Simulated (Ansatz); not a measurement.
Method: DFT PBE, scalar-relativistic, plane waves, PAW in Ansatz. Settings: cutoff 420 eV, Γ-centred meshes spaced at most about 0.3 Å⁻¹ (2π included), Gaussian smearing. No spin polarisation in the final relaxations.

These are static total energies at zero pressure.

Two forms of SiO2 were relaxed alike.

A.

```yaml
crystal:
  lattice:
    - [-4.50324, 4.50324, 2.63750]
    - [4.50324, -4.50324, 2.63750]
    - [4.50324, 4.50324, -2.63750]
  atoms:
    - { symbol: Si, position: [0.67697, 0.67697, 0.35394] }
    - { symbol: Si, position: [0.32303, 0.32303, 0.64606] }
    - { symbol: Si, position: [0.32303, 0.67697, 0.00000] }
    - { symbol: Si, position: [0.67697, 0.32303, 0.00000] }
    - { symbol: O, position: [0.50000, 0.50000, 0.50000] }
    - { symbol: O, position: [0.00000, 0.00000, 0.50000] }
    - { symbol: O, position: [0.50000, 0.70958, 0.20958] }
    - { symbol: O, position: [0.70958, 0.50000, 0.20958] }
    - { symbol: O, position: [0.29042, 0.50000, 0.79042] }
    - { symbol: O, position: [0.50000, 0.29042, 0.79042] }
    - { symbol: O, position: [0.00000, 0.50000, 0.00000] }
    - { symbol: O, position: [0.50000, 0.00000, 0.00000] }
```

B.

```yaml
crystal:
  lattice:
    - [-4.42613, 4.42613, 2.54349]
    - [4.42613, -4.42613, 2.54349]
    - [4.42613, 4.42613, -2.54349]
  atoms:
    - { symbol: Si, position: [0.67682, 0.67682, 0.35549] }
    - { symbol: Si, position: [0.32133, 0.32133, 0.64451] }
    - { symbol: Si, position: [0.32133, 0.67682, 0.00000] }
    - { symbol: Si, position: [0.67682, 0.32133, 0.00000] }
    - { symbol: O, position: [0.57958, 0.57958, 0.55829] }
    - { symbol: O, position: [0.02129, 0.02129, 0.44171] }
    - { symbol: O, position: [0.44841, 0.66154, 0.21313] }
    - { symbol: O, position: [0.66154, 0.44841, 0.21313] }
    - { symbol: O, position: [0.23527, 0.44841, 0.78687] }
    - { symbol: O, position: [0.44841, 0.23527, 0.78687] }
    - { symbol: O, position: [0.02129, 0.57958, 0.00000] }
    - { symbol: O, position: [0.57958, 0.02129, 0.00000] }
```

Problem. Which would you expect to be lower, and how large is the difference?

Solution. B is lower, by 9 meV/atom. A has space group I4/mmm (No. 139), 17.8 Å³/atom and a gap of 5.36 eV on its mesh; B has space group I4mm (No. 107), 16.6 Å³/atom and a gap of 5.52 eV. The denser one is the lower, and pressure would at first widen the difference. In A, Si is surrounded by 4 O at 1.61–1.62 Å; around O on a site of symmetry 2/m lie 2 Si at 1.61 Å; around O on a site of symmetry m2m lie 2 Si at 1.62 Å. In B, Si is surrounded by 4 O at 1.62–1.63 Å; O on its first site has 2 Si at 1.62–1.63 Å; around O on its second site lie 2 Si at 1.62 Å. Both come from invented guesses. The part of the Crystallography Open Database at hand lists SiO2 in space groups No. 1, 3, 5, 6, 7 and others; no cell shown has one of them.

Kohn–Sham gaps at this level usually fall short of measured ones. Cells relaxed within their symmetry can be saddle points. The I4mm cell of SiO2 came from shaking the I4/mmm one.

Both forms are the same kind of corner-sharing tetrahedral network, and what separates them is mainly the Si–O–Si angle. In A, the inversion centre at the 2/m oxygen forces that bridge to be straight, whereas silica bridges normally prefer to bend, as oxygen keeps more lone-pair character and the silicon atoms avoid a strained linear link. Losing the inversion centre lets these bridges bend in B. The tetrahedra turn almost as rigid units, so the framework folds into its own voids and the volume falls from 17.8 to 16.6 Å³/atom while the Si–O bonds do not shorten. The gain of only 9 meV/atom fits the softness of the bridge angle compared with the stiff Si–O bond. Dispersion attraction, which PBE largely lacks, would probably favour the denser B further. The ordering supports a preference for the folded framework over the straight-bridged one, but without quartz as a reference it does not place either form among the known silica polymorphs.
